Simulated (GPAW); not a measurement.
Set up this calculation in GPAW 26.7.0, as an ASE script.

| Quantity | Value |
| --- | --- |
| Task | single point |
| Functional | r2SCAN |
| Potentials or basis | JTH PAW 2.0, PBE |
| Cutoff | 450 eV |
| Basis | pw |
| k mesh | 6 × 6 × 6 |
| Occupations | fermi-dirac, width 0.05 eV |
| Spin | no spin polarisation |
| Maxiter | 80 |
| Data set | As jth, In jth |

The structure of InAs lies in InAs.cif:

```cif
data_InAs
_cell_length_a 4.26809653
_cell_length_b 4.26809653
_cell_length_c 4.26809653
_cell_angle_alpha 60.00000000
_cell_angle_beta 60.00000000
_cell_angle_gamma 60.00000000
_space_group_name_H-M_alt 'P1'
_space_group_name_Hall 'P 1'
_space_group_IT_number 1
loop_
_space_group_symop_operation_xyz
'x,y,z'
loop_
_atom_site_label
_atom_site_type_symbol
_atom_site_symmetry_multiplicity
_atom_site_Wyckoff_symbol
_atom_site_fract_x
_atom_site_fract_y
_atom_site_fract_z
_atom_site_occupancy
In1 In 1 a 0.0000000000 0.0000000000 0.0000000000 1
As1 As 1 a 0.7500000000 0.7500000000 0.7500000000 1
```

One way to write it, as run:

run.py

```python
from ase.dft.bandgap import bandgap
from ase.io import read, write
from ase.units import GPa
from gpaw import GPAW, PW, setup_paths

setup_paths.insert(0, '.')

atoms = read('InAs.cif')

calc = GPAW(mode=PW(450),
            xc='MGGA_X_R2SCAN+MGGA_C_R2SCAN',
            kpts={'size': (6, 6, 6), 'gamma': True},
            occupations={'name': 'fermi-dirac', 'width': 0.05},
            setups={'As': 'jth', 'In': 'jth'},
            nbands=-9,
            convergence={'density': 1e-05, 'energy': 1e-05},
            maxiter=80,
            txt='gpaw.txt')
atoms.calc = calc
energy = atoms.get_potential_energy()
forces = atoms.get_forces()
stress = atoms.get_stress()
calc.write('gs.gpw')
write('result.traj', atoms)
print(f'Energy: {energy:.6f} eV')
print('Forces (eV/A):')
print(forces.round(4))
print('Stress (GPa):', (stress / GPa).round(3))
print('Fermi level:', round(calc.get_fermi_level(), 4), 'eV')
print(f'Gap: {bandgap(calc)[0]:.4f} eV, direct: {bandgap(calc, direct=True)[0]:.4f} eV')
```

Potentials or basis: JTH PAW 2.0, PBE, pw.

Launch:

```sh
$ OMP_NUM_THREADS=1 python run.py
```

Results of the run:

| Quantity | Value |
| --- | --- |
| Pressure | 4.9 GPa |
| Band gap on the k mesh | 0.17 eV, direct |

Caveat: the cutoff is short for stress and forces, so pressures can be off by a GPa or more; the program truncates these outside data sets; the PAW data sets were made with another functional, which shifts forces and pressure a little; spin-orbit coupling is left out, which moves the levels of the heavy elements.

It took 38 s on 1 thread of Arm Neoverse V1, on a shared host, peak memory 0.49 GiB.
